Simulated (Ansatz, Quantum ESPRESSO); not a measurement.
## H₂ in line between two Pt chains: ballistic transmission: the same in Ansatz

Ansatz 0.2.0; plane-wave DFT, PBE, Ansatz PAW.

As a check, the same structure is run in Ansatz.

input.yaml

```yaml
crystal:
  lattice:
    - [7.5, 0.0, 0.0]
    - [0.0, 7.5, 0.0]
    - [0.0, 0.0, 34.9556]
  atoms:
    - { symbol: Pt, position: [0.5, 0.5, 0.0] }
    - { symbol: Pt, position: [0.5, 0.5, 0.0686585268] }
    - { symbol: Pt, position: [0.5, 0.5, 0.1373170536] }
    - { symbol: Pt, position: [0.5, 0.5, 0.2059755805] }
    - { symbol: Pt, position: [0.5, 0.5, 0.2746341073] }
    - { symbol: Pt, position: [0.5, 0.5, 0.3432926341] }
    - { symbol: Pt, position: [0.5, 0.5, 0.4119511609] }
    - { symbol: H, position: [0.5, 0.5, 0.4535124558] }
    - { symbol: H, position: [0.5, 0.5, 0.4778290174] }
    - { symbol: Pt, position: [0.5, 0.5, 0.5193903123] }
    - { symbol: Pt, position: [0.5, 0.5, 0.5880488391] }
    - { symbol: Pt, position: [0.5, 0.5, 0.6567073659] }
    - { symbol: Pt, position: [0.5, 0.5, 0.7253658927] }
    - { symbol: Pt, position: [0.5, 0.5, 0.7940244195] }
    - { symbol: Pt, position: [0.5, 0.5, 0.8626829464] }
    - { symbol: Pt, position: [0.5, 0.5, 0.9313414732] }
kpoints:
  mp_grid: { grid: [1, 1, 4] }
hamiltonian:
  xc: pbe
scf:
  occupations: { method: fermi_dirac, width: 0.1 }
  convergence: { dr2_threshold: 1.0e-08 }
output:
  transmission:
    leads: [[0, 1]]
    e_range: [-2.0, 2.0]
    de: 0.05
    kmesh: [1, 1]
    reduced_basis: true
  write_potential: true
  write_density: true
  volumetric_format: npy
```

Command:

```sh
ansatz run input.yaml --threads 8 --pin off --max-ram 16384MiB --backend cpu --events-out ev --progress --plain --runs-dir out
```

**Question.** What does this run give for the open channels against energy?

Each channel passes at most one electron wave, so a value between whole numbers means that at least one channel is partly reflected.

Read from the output:

```
transmission at the Fermi level, one spin    : 1.345
step of the lead's Hamiltonian over a period : 6.6 meV
```

Per spin. Transmission against energy, zero at the Fermi level:

energy (eV), transmission and a bar from the least value:
```
   -2.000       1.07 ##############
   -1.800       1.08 ###############
   -1.600       1.09 ################
   -1.400       1.12 #################
   -1.200       1.15 ###################
   -1.000       1.17 ####################
   -0.800       1.21 ######################
   -0.600       1.23 ########################
   -0.400       1.27 ##########################
   -0.200       1.32 ############################
    0.000       1.34 ##############################
    0.200       1.20 ######################
    0.400       0.83 #
    0.600       0.83 #
    0.800       0.82 
    1.000       0.87 ###
    1.200       0.91 #####
    1.400       0.93 #######
    1.600       0.95 ########
    1.800       0.97 ########
    2.000       0.97 #########
```

Per spin. Table of open channels by energy, zero at the Fermi level:

```tsv
energy (eV)	open channels
-2.00	3
-1.90	3
-1.80	3
-1.70	3
-1.55	4
-1.45	4
-1.35	6
-1.25	6
-1.15	6
-1.05	6
-0.90	6
-0.80	6
-0.70	6
-0.60	6
-0.50	6
-0.40	4
-0.25	4
-0.15	4
-0.05	4
0.00	4
0.05	4
0.15	4
0.25	4
0.40	3
0.50	3
0.60	3
0.70	3
0.80	1
0.90	1
1.05	1
1.15	1
1.25	1
1.35	1
1.45	1
1.55	1
1.70	1
1.80	1
1.90	1
2.00	1
```

[Logs are printed without paths, hosts, clocks, repeated set-up lines and the standing remarks that a program may print on its own settings, such as how far it seeks lower states.]

[Hosts, paths, dates, database ids (printed as entryN), source tags and the programs' standing remarks are cut or masked in the printed files.]

[Maps of the electrostatic potential energy from Ansatz leave out the sawtooth potential of an applied field or a dipole correction, so their vacuum need not be flat; planar profiles and work functions include it.]
